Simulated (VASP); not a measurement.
BN, 4 atoms in the cell. The structure is hexagonal, space group P6_3/mmc (No. 194). The conventional cell has a = 2.502 Å, b = 2.502 Å, c = 6.846 Å, α = 90.00°, β = 90.00°, γ = 120.00°. B (site symmetry -6m2) has 3 N at 1.44 Å as nearest neighbours. N (site symmetry -6m2) is surrounded by 3 B at 1.44 Å. 

```yaml
Program: VASP 6.6.1
Task: relaxation of cell and atoms
Functional: r2SCAN
Potentials_or_basis: VASP PAW PBE potentials, release 64 (B, N)
Cutoff: 600 eV
k_mesh: 12 × 12 × 4
Occupations: gaussian, width 0.03 eV
Spin: no spin polarisation
Further_INCAR_settings: ALGO = Normal; EDIFF = 1e-07; IBRION = 2; EDIFFG = -0.005; NSW = 90; ISIF = 3
```

Potentials or basis: VASP PAW PBE potentials, release 64 (B, N).

Command:

```bash
$ cat potpaw_PBE.64/B/POTCAR potpaw_PBE.64/N/POTCAR > POTCAR
$ mpirun -np 2 vasp_std > vasp.out
```

Hardware: 2 MPI ranks on Intel(R) Xeon(R) 6975P-C (Granite Rapids), on a shared host.

How long does it take, and how much memory?

Run time: 88 s on 2 MPI ranks on Intel(R) Xeon(R) 6975P-C (Granite Rapids) (shared host), peak memory 0.16 GiB a rank. Counts: scf iterations 49, k points 57, ion steps 3.
